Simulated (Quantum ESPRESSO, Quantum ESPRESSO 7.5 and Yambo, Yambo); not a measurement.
**Beyond one shot: SiC (P6_3mc)**

How far does self-consistency move the gap of SiC (P6_3mc)?

Main program and level: Quantum ESPRESSO 7.5 and Yambo 5.3.0; PBE and many-body steps on it, plane waves.

**The experiments to reproduce.**

- Gap 3.33 eV: band gap at cryogenic temperature; bulk crystal (literature value) (quoted in “Silicon carbide diodes for neutron detection”, 2020, arxiv:2009.14696).

### 1. The starting structure

It takes space group P6_3mc (No. 186, hexagonal). The conventional cell has a = 3.074 Å, b = 3.074 Å, c = 5.045 Å, α = 90.00°, β = 90.00°, γ = 120.00°. Nearest to Si lie 4 C at 1.88 to 1.90 Å. C has 4 Si at 1.88 to 1.90 Å nearest. Farther neighbours are not listed.

The cell and positions are those that the Materials Project relaxed with its own functionals (PBE, PBE+U or r2SCAN), kept fixed.

### 2. Empty states on the mesh, 3×3×4 mesh, 180 bands

This step: Quantum ESPRESSO 7.5; DFT, PBE, plane waves, norm-conserving pseudopotentials.

The sums over transitions need many empty states on a uniform mesh; this step solves for them.

File pw.in:

```
&control
  calculation = 'nscf'
  prefix = 'x'
  outdir = 'o'
  pseudo_dir = 'pseudo'
/
&system
  ibrav = 0
  nat = 4
  ntyp = 2
  ecutwfc = 74.0
  nbnd = 180
  force_symmorphic = .true.
/
&electrons
  conv_thr = 1e-9
  electron_maxstep = 80
  diago_full_acc = .true.
  diago_thr_init = 5e-6
/
ATOMIC_SPECIES
  Si 28.085 Si.upf
  C 12.011 C.upf
CELL_PARAMETERS angstrom
  3.0735139282 0.0000000000 0.0000000000
  -1.5367569641 2.6617411407 0.0000000000
  0.0000000000 0.0000000000 5.0452477100
ATOMIC_POSITIONS crystal
  Si 0.3333333333 0.6666666667 0.4996024000
  Si 0.6666666667 0.3333333333 0.9996024000
  C 0.3333333333 0.6666666667 0.8753976000
  C 0.6666666667 0.3333333333 0.3753976000
K_POINTS automatic
  3 3 4 0 0 0
```

On the command line:

```bash
$ OMP_NUM_THREADS=1 mpirun -n 4 pw.x -nk 4 -in pw.in > pw.out
```

The program printed:

```text
Program PWSCF v.7.5 starts

     This program is part of the open-source Quantum ESPRESSO suite
     for quantum simulation of materials; please cite
         "P. Giannozzi et al., J. Phys.:Condens. Matter 21 395502 (2009);
         "P. Giannozzi et al., J. Phys.:Condens. Matter 29 465901 (2017);
         "P. Giannozzi et al., J. Chem. Phys. 152 154105 (2020);
     in publications or presentations arising from this work. More details at

     Atomic positions and unit cell read from directory:
     o/x.save/

     Message from routine setup:
[...]
78.0525  78.0525  78.0525  78.0525  78.7377  78.7377  79.3941  79.3941
     [... 11 further rows ...]
   143.8956 143.8956 144.6185 144.6185 144.6185 144.6185 145.4413 145.4413
   146.4100 146.4100 146.4100 146.4100

          k = 0.0000 0.3849 0.0000 (  2992 PWs)   bands (ev):

     [... further k-points ...]

     highest occupied, lowest unoccupied level (ev):     9.6798   11.9551

     XML data file, pseudopotentials, collected wavefunctions

=------------------------------------------------------------------------------=
   JOB DONE.
=------------------------------------------------------------------------------=
```

Wall time 16 s (4 MPI ranks of Arm Neoverse V1, shared host); peak memory 0.38 GiB.

This step gave:

```
gap                                                           : 2.275 eV
k of the valence top                                          : 0, 0, 0
k of the conduction bottom                                    : 0.3333, 0.3333, 0
least direct gap                                              : 4.293 eV
k points computed                                             : 10
lowest point of the top converged band, above the valence top : 131.3251 eV
```

On this mesh the gap is 2.275 eV.

The density comes from a self-consistent run that is not shown.

### 3. Conversion and set-up

This step: Yambo 5.3.0; conversion and set-up on PBE, plane waves, norm-conserving pseudopotentials.

The states are converted to the many-body program's format and the q mesh is built.

On the command line:

```bash
$ (cd o/x.save; p2y > p2y.log; mv SAVE ../..); yambo > setup.log
```

The program printed:

```text
 Yambo, version 5.3.0

 [02] CORE Variables Setup
 =========================

  [02.01] Unit cells
  ==================

  Cell kind             :  HCP
  Atoms in the cell     :  Si  C
  number of Si atoms    :  2
  number of C  atoms    :  2

  List of atomic masses
  Mass of Si    :  28.08500
  Mass of C     :  12.01100

  List of atomic coordinates    : [cc]
  Si1       : -0.29041E-09   3.3533       4.7633      order 1
  Si2       :  2.904050  1.676654  9.530346  order 2
  C1       : -0.29041E-09   3.3533       8.3462      order 3
[...]
IBZ Q-points                                      :  10
 BZ  Q-points                                      :   36

 K/Q-points units:
 rlu = crystal or reduced units; cc = cartesian coordinates; iku = interal k-units

 Q [ 1]         [rlu]:  0.000000  0.000000  0.000000
 Q [ 2]         [rlu]:  0.000000  0.000000  0.250000
 Q [ 3]         [rlu]:  0.000000  0.000000 -0.500000
[...]
Q [ 8]         [rlu]:  0.333333  0.333333  0.250000
 Q [ 9]         [rlu]:  0.333333  0.333333 -0.500000
 Q [10]         [rlu]: -0.13002E-17 -0.33333      0.25000

  [03.01] X indexes
  =================

   [03.01.01] Sigma indexes
   ========================

 [06] Game Over & Game summary
```

It took 2.1 s on 1 MPI rank; peak memory 0.23 GiB.

### 4. G0W0

G0W0 replaces the xc potential by the self-energy, built once from these orbitals. Only a window of levels is corrected, while the sums run over the empty bands that the input names.

This step: G0W0 on PBE, plane waves, norm-conserving pseudopotentials.

File gw1.in:

```
HF_and_locXC
gw0
dyson
ppa
em1d
rim_cut
RandQpts= 1000000
RandGvec= 1 RL
EXXRLvcs= 74 Ry
VXCRLvcs= 296 Ry
Chimod= "HARTREE"
% BndsRnXp
 1 | 180 |
%
NGsBlkXp= 15.5 Ry
% LongDrXp
 1 | 1 | 1 |
%
% GbndRnge
 1 | 180 |
%
DysSolver= "n"
ExtendOut
PPAPntXp= 27.21138 eV
% QPkrange
 1 | 1 | 7 | 10 |
 7 | 7 | 7 | 10 |
 4 | 4 | 7 | 10 |
%
```

On the command line:

```bash
$ OMP_NUM_THREADS=1 mpirun -n 4 yambo -F gw1.in -J gw1 -C gw1 > gw1.log
```

The program printed:

```text
 Yambo, version 5.3.0

 [02] CORE Variables Setup
 =========================

  [... cell, symmetries and grids as in the set-up ...]

  [02.05] Energies & Occupations
  ==============================

  [X] === General ===
  [X] Electronic Temperature                        :  0.000000  0.000000 [eV K]
  [X] Bosonic    Temperature                        :  0.000000  0.000000 [eV K]
  [X] Finite Temperature mode                       : no
  [X] El. density                                   :  0.38765E+24 [cm-3]
  [X] Fermi Level                                   :  9.679822 [eV]

  [X] === Gaps and Widths ===
  [X] Conduction Band Min                           :  2.275274 [eV]
  [X] Valence Band Max                              :  0.000000 [eV]
  [X] Filled Bands                                  :   8
  [X] Empty Bands                                   :    9  180
  [X] Direct Gap                                    :  4.293375 [eV]
  [X] Direct Gap localized at k                     :   4
  [X] Indirect Gap                                  :  2.275274 [eV]
  [X] Indirect Gap between kpts                     :   1   7
  [X] Last valence band width                       :  3.841673 [eV]
  [X] 1st conduction band width                     :  3.637217 [eV]

 [03] Transferred momenta grid and indexing
 ==========================================

 IBZ Q-points                                      :  10
 BZ  Q-points                                      :   36

 K/Q-points units:
 rlu = crystal or reduced units; cc = cartesian coordinates; iku = interal k-units

 Q [ 1]         [rlu]:  0.000000  0.000000  0.000000
 Q [ 2]         [rlu]:  0.000000  0.000000  0.250000
 Q [ 3]         [rlu]:  0.000000  0.000000 -0.500000
 Q [ 4]         [rlu]:  0.13002E-17  0.33333       0.0000
 Q [ 5]         [rlu]:  0.13002E-17  0.33333      0.25000
 Q [ 6]         [rlu]:  0.13002E-17  0.33333     -0.50000
 Q [ 7]         [rlu]:  0.333333  0.333333  0.000000
 Q [ 8]         [rlu]:  0.333333  0.333333  0.250000
 Q [ 9]         [rlu]:  0.333333  0.333333 -0.500000
 Q [10]         [rlu]: -0.13002E-17 -0.33333      0.25000

 [04] Coloumb potential Random Integration (RIM)
 ===============================================

  [04.01] RIM initialization
  ==========================

  * Diagonal components only detected *

  8 x (sBL volume)        :  0.197901 [a.u.]
  sBZ random points       :  1000000
  Points outside the sBZ  :   7980387
  RL volume               :  0.890552 [a.u.]
  Integrated volume       :  0.892741 [a.u.]

  [04.02] RIM integrals
  =====================

  Gamma point sphere radius             :  0.105706 [a.u.]
  Points outside the sphere             :   813532
  [Int_sBZ(q=0) 1/q^2]*(Vol_sBZ)^(-1/3) =:  7.220554
                                 should be <:  7.795600

  Summary of Coulomb integrals for non-metallic bands |Q|[au] RIM/Bare

  Q [1] 0.100000E-4 0.926235 * Q [2] 0.164755 0.634104
  Q [3] 0.329510 0.865201 * Q [4] 0.416384 1.148315
  Q [5] 0.447794 1.092429 * Q [10] 0.447794 1.091223
  Q [6] 0.530992 1.025609 * Q [7] 0.721198 1.047178
  Q [8] 0.739778 1.040957 * Q [9] 0.792908 1.027150

 [05] Dipoles
 ============

  [05.01] Setup: observables and procedures
  =========================================

  [WARNING] [x,Vnl] slows the Dipoles computation. To neglect it rename the ns.kb_pp file

 [06] Dynamic Dielectric Matrix (PPA)
 ====================================

 [WR./gw1//ndb.pp]---------------------------------------------------------------
  Brillouin Zone Q/K grids (IBZ/BZ)                :   10   36   10   36
  RL vectors                                       :   3863 [WF]
  Coulomb cutoff potential                         : none
  Electronic Temperature                           :  0.000000 [K]
  Bosonic    Temperature                           :  0.000000 [K]
  PPA    diel. fun.  energies                      : Perdew, Burke & Ernzerhof(X)+Perdew, Burke & Ernzerhof(C)
  wavefunctions                                    : Perdew, Burke & Ernzerhof(X)+Perdew, Burke & Ernzerhof(C)
  Global Gauge                                     : length
  X matrix size                                    :   325
  X band range                                     :    1  180
  X e/h energy range                               : -1.000000 -1.000000 [eV]
  X Time ordering                                  : R
  X Hxc Kernel                                     : HARTREE
  X Drude frequency                                :  0.000000  0.000000
  X poles                                          :  100.0000 [o/o]
  RL vectors in the sum                            :   3863
  [r,Vnl] included                                 : yes
  Field direction                                  :  0.577350E-5  0.577350E-5  0.577350E-5
  BZ energy Double Grid                            : no
  BZ energy DbGd points                            : 0
  BZ Q point size factor                           : -1.000000
  X Optical Averaged directions                    : none

 [07] Local Exchange-Correlation + Non-Local Fock
 ================================================

 [VXC] Plane waves :  23897
 [EXS] Plane waves :  2997

 QP @ state[ 1 ] K range:  1  1
 QP @ state[ 1 ] b range:   7  10
 QP @ state[ 2 ] K range:   4   4
 QP @ state[ 2 ] b range:   7  10
 QP @ state[ 3 ] K range:   7   7
 QP @ state[ 3 ] b range:   7  10

 [xc] Functional : Perdew, Burke & Ernzerhof(X)+Perdew, Burke & Ernzerhof(C)
 [xc] LIBXC used to calculate xc functional
  PP Number of Atomic Species                      :  2
  NLCC RL compoments                               :  23897
  PP Number of Atomic Species                      :  2
  NLCC RL compoments                               :  23897

 [xc] E_xc :  -6.122893 [Ha]
      E_xc :  -12.24579 [Ry]

  Local XC kind (lXC) : Perdew, Burke & Ernzerhof(X)+Perdew, Burke & Ernzerhof(C)
  Non-Local XC kind (nlXC) : Hartree-Fock

  Corrections @ K [1] :  [eV]
 <7|nlXC|7> = -17.90069  0.13282E-16 <7|lXC|7> = -15.07649  0.000000
 <8|nlXC|8> = -17.89996 -0.32102E-16 <8|lXC|8> = -15.07649 -0.37763E-15
 <9|nlXC|9> = -6.642601  0.59698E-17 <9|lXC|9> = -12.10977  0.000000
 <10|nlXC|10> = -7.132411 -0.10117E-18 <10|lXC|10> = -12.77445  0.000000

  Corrections @ K [4] :  [eV]
 <7|nlXC|7> = -16.72897  0.19009E-16 <7|lXC|7> = -13.77183  0.37763E-15
 <8|nlXC|8> = -17.81726  0.11073E-17 <8|lXC|8> = -14.66735  0.56645E-15
[...]
Corrections @ K [7] :  [eV]
[...]
<8|nlXC|8> = -16.98770  0.16287E-16 <8|lXC|8> = -13.15182 -0.28323E-15
 <9|nlXC|9> = -5.496468  0.81657E-17 <9|lXC|9> = -9.860270  0.70806E-16
 <10|nlXC|10> = -6.335978  0.42452E-18 <10|lXC|10> = -12.29223 -0.28323E-15

 [08] Dyson equation: Newton solver
 ==================================

  [08.01] G0W0 (W PPA)
  ====================

  [  GW  ] Bands range     :    1  180
  [GW/PPA] G damping       :  0.100000 [eV]

  QP @ state[ 1 ] K range:  1  1
  QP @ state[ 1 ] b range:   7  10
  QP @ state[ 2 ] K range:   4   4
  QP @ state[ 2 ] b range:   7  10
  QP @ state[ 3 ] K range:   7   7
  QP @ state[ 3 ] b range:   7  10

   Sc/G bands                                       :    1  180
   Sc/G damping                                     :  0.100000 ev
   Sc bands terminator                              : no
   Sx RL components                                 :  2997

   QP @ state[ 1 ] K range                          :  1  1
   QP @ state[ 1 ] b range                          :   7  10
   QP @ state[ 2 ] K range                          :   4   4
   QP @ state[ 2 ] b range                          :   7  10
   QP @ state[ 3 ] K range                          :   7   7
   QP @ state[ 3 ] b range                          :   7  10
   GF energies kind                                 : Perdew, Burke & Ernzerhof(X)+Perdew, Burke & Ernzerhof(C)
   GF WF`s kind                                     : Perdew, Burke & Ernzerhof(X)+Perdew, Burke & Ernzerhof(C)
   Xs energies kind                                 : Perdew, Burke & Ernzerhof(X)+Perdew, Burke & Ernzerhof(C)
   Xs WF`s kind                                     : Perdew, Burke & Ernzerhof(X)+Perdew, Burke & Ernzerhof(C)

 [11] Game Over & Game summary
```

It took 2.2 min on 4 MPI ranks; peak memory 1.6 GiB; 8.6 min of CPU time.

This step gave:

```
G0W0 gap on the points computed              : 2.993 eV
starting gap on the mesh                     : 2.275 eV
k of the valence top                         : 0, 0, 0
k of the conduction bottom                   : 0.3333, 0.3333, 0
least direct G0W0 gap on the computed points : 5.234 eV
Z at the valence top                         : 0.7954
Z at the conduction bottom                   : 0.8275
```

The gap on the mesh goes from 2.28 eV to 2.99 eV, a correction of +0.72 eV.

### 5. evGW0, cycle 1

This step: evGW0 on PBE, plane waves, norm-conserving pseudopotentials.

gw3.in, as its differences from gw1.in of step 4:

```diff
@@ -25,5 +25,4 @@
 % QPkrange
- 1 | 1 | 7 | 10 |
- 7 | 7 | 7 | 10 |
- 4 | 4 | 7 | 10 |
+ 1 | 10 | 1 | 14 |
 %
+GfnQPdb= "E < ./gw2/ndb.QP"
```

On the command line:

```bash
$ OMP_NUM_THREADS=1 mpirun -n 4 yambo -F gw3.in -J gw3,gw1_W -C gw3 > gw3.log
```

The program printed:

```text
 Yambo, version 5.3.0

 [02] CORE Variables Setup
 =========================

  [... cell, symmetries and grids as in the set-up ...]

  [02.05] Energies & Occupations
  ==============================

  [X] === General ===
  [X] Electronic Temperature                        :  0.000000  0.000000 [eV K]
  [X] Bosonic    Temperature                        :  0.000000  0.000000 [eV K]
  [X] Finite Temperature mode                       : no
  [X] El. density                                   :  0.38765E+24 [cm-3]
  [X] Fermi Level                                   :  9.679822 [eV]

  [X] === Gaps and Widths ===
  [X] Conduction Band Min                           :  2.275274 [eV]
  [X] Valence Band Max                              :  0.000000 [eV]
  [X] Filled Bands                                  :   8
  [X] Empty Bands                                   :    9  180
  [X] Direct Gap                                    :  4.293375 [eV]
  [X] Direct Gap localized at k                     :   4
  [X] Indirect Gap                                  :  2.275274 [eV]
  [X] Indirect Gap between kpts                     :   1   7
  [X] Last valence band width                       :  3.841673 [eV]
  [X] 1st conduction band width                     :  3.637217 [eV]

 [03] Transferred momenta grid and indexing
 ==========================================

 IBZ Q-points                                      :  10
 BZ  Q-points                                      :   36

 K/Q-points units:
 rlu = crystal or reduced units; cc = cartesian coordinates; iku = interal k-units

 Q [ 1]         [rlu]:  0.000000  0.000000  0.000000
 Q [ 2]         [rlu]:  0.000000  0.000000  0.250000
 Q [ 3]         [rlu]:  0.000000  0.000000 -0.500000
[...]
[G+QP] Direct Gap                                 :  5.234103 [eV]
  [G+QP] Direct Gap localized at k                  :   4
  [G+QP] Indirect Gap                               :  2.993070 [eV]
  [G+QP] Indirect Gap between kpts                  :   1   7
  [G+QP] Last valence band width                    :  4.165683 [eV]
  [G+QP] 1st conduction band width                  :  3.863221 [eV]

  [coarse-grid] Minimum Bare Gap        [ev]:  2.275274
  [coarse-grid] Minimum Gap Correction  [ev]:  0.717796

  Eqp @ K [ 1]
   -15.8617     -12.4297     -9.19131     -1.49861     -1.49829    -0.551871E-1 -0.314512E-3   0.00000
    5.76748   7.10238   7.54634   7.54591   8.70043  10.00843  10.07719  12.59001
  Eqp @ K [ 2]
  -15.61989 -13.37087  -7.67178  -1.71960  -1.31121  -1.31090  -0.25633  -0.25602
[...]
Eqp @ K [ 3]
[...]
Eqp @ K [ 8]
[...]
Eqp @ K [ 9]
[...]
5.97570   5.97567   6.98281   6.98278  11.64396  11.64372  12.95029  12.95029
    4.15249   5.24658   7.26072   9.38545   9.29701  11.11918  12.81197  13.07409

 [07] Dipoles
 ============

  [07.01] Setup: observables and procedures
  =========================================

 [08] Dynamic Dielectric Matrix (PPA)
 ====================================

   Sc/G bands                                       :    1  180
   Sc/G damping                                     :  0.100000 ev
   Sc bands terminator                              : no
   Sx RL components                                 :  2997

   QP @ state[ 1 ] K range                          :   1  10
   QP @ state[ 1 ] b range                          :   1  14
   GF energies kind                                 : Perdew, Burke & Ernzerhof(X)+Perdew, Burke & Ernzerhof(C)+ E < ./gw2/ndb.QP + @E Fit
   GF WF`s kind                                     : Perdew, Burke & Ernzerhof(X)+Perdew, Burke & Ernzerhof(C)
   Xs energies kind                                 : Perdew, Burke & Ernzerhof(X)+Perdew, Burke & Ernzerhof(C)
   Xs WF`s kind                                     : Perdew, Burke & Ernzerhof(X)+Perdew, Burke & Ernzerhof(C)

 [13] Game Over & Game summary
```

Wall time 14 min (4 MPI ranks); peak memory 1.5 GiB; 56 min of CPU time.

This step gave:

| Quantity | Value |
| --- | --- |
| quasiparticle gap on the mesh | 3.075 eV |
| gap of the density functional on the mesh | 2.275 eV |
| k of the valence top | 0, 0, 0 |
| k of the conduction bottom | 0.3333, 0.3333, 0 |
| least direct quasiparticle gap on the computed points | 5.354 eV |
| Z at the valence top | 0.7993 |
| Z at the conduction bottom | 0.8357 |

Against G0W0 in Yambo (3×3×4 mesh, 180 bands, screening to 210.9 eV, Godby-Needs plasmon pole), the gap moves by +0.082 eV.

The program's own table gives 3.193 eV, which is too large where the input levels are shifted: this version takes Σc at the unshifted level E₀, yet steps from the shifted one. The value above is the Newton step from E₀, E₀ + Z(Σc + Σx − Vxc), rebuilt from the printed columns.

### 6. evGW0, cycle 2

The corrected levels of the last cycle go back in.

gw4.in, as its differences from gw3.in of step 5:

```diff
@@ -27,2 +27,2 @@
 %
-GfnQPdb= "E < ./gw2/ndb.QP"
+GfnQPdb= "E < ./gw3_fix/ndb.QP"
```

On the command line:

```bash
$ OMP_NUM_THREADS=1 mpirun -n 4 yambo -F gw4.in -J gw4,gw1_W -C gw4 > gw4.log
```

The program printed:

```text
 Yambo, version 5.3.0

 [02] CORE Variables Setup
 =========================

  [... cell, symmetries and grids as in the set-up ...]

  [02.05] Energies & Occupations
  ==============================

  [X] === General ===
  [X] Electronic Temperature                        :  0.000000  0.000000 [eV K]
  [X] Bosonic    Temperature                        :  0.000000  0.000000 [eV K]
  [X] Finite Temperature mode                       : no
  [X] El. density                                   :  0.38765E+24 [cm-3]
[...]
Sx RL components                                 :  2997

   QP @ state[ 1 ] K range                          :   1  10
   QP @ state[ 1 ] b range                          :   1  14
   GF energies kind                                 : Perdew, Burke & Ernzerhof(X)+Perdew, Burke & Ernzerhof(C)+ E < ./gw2/ndb.QP + @E Fit+ E < ./gw3_fix/
   GF WF`s kind                                     : Perdew, Burke & Ernzerhof(X)+Perdew, Burke & Ernzerhof(C)
   Xs energies kind                                 : Perdew, Burke & Ernzerhof(X)+Perdew, Burke & Ernzerhof(C)
   Xs WF`s kind                                     : Perdew, Burke & Ernzerhof(X)+Perdew, Burke & Ernzerhof(C)

 [13] Game Over & Game summary
```

Elapsed: 14 min, on 4 MPI ranks; peak memory 1.5 GiB.

This step gave:

- quasiparticle gap on the mesh: 3.085 eV
- gap of the density functional on the mesh: 2.275 eV
- k of the valence top: 0, 0, 0
- k of the conduction bottom: 0.3333, 0.3333, 0
- least direct quasiparticle gap on the computed points: 5.370 eV

Against the cycle before, the gap moves by +0.010 eV.

The program's own table gives 3.215 eV, which is too large where the input levels are shifted: this version takes Σc at the unshifted level E₀, yet steps from the shifted one. The value above is the Newton step from E₀, E₀ + Z(Σc + Σx − Vxc), rebuilt from the printed columns.

[end of part 1 of 2]

[Paths, hosts, dates, memory and timing lines, banners, echoed tables and standing remarks are left out of the program output.]

[Logs are printed without paths, hosts, clocks, repeated set-up lines and the standing remarks that a program may print on its own settings, such as how far it seeks lower states.]

[Runs of the session that timed out or met a known fault of the program may be left out.]

[Hosts, paths, dates, database ids (printed as entryN), source tags and the programs' standing remarks are cut or masked in the printed files.]
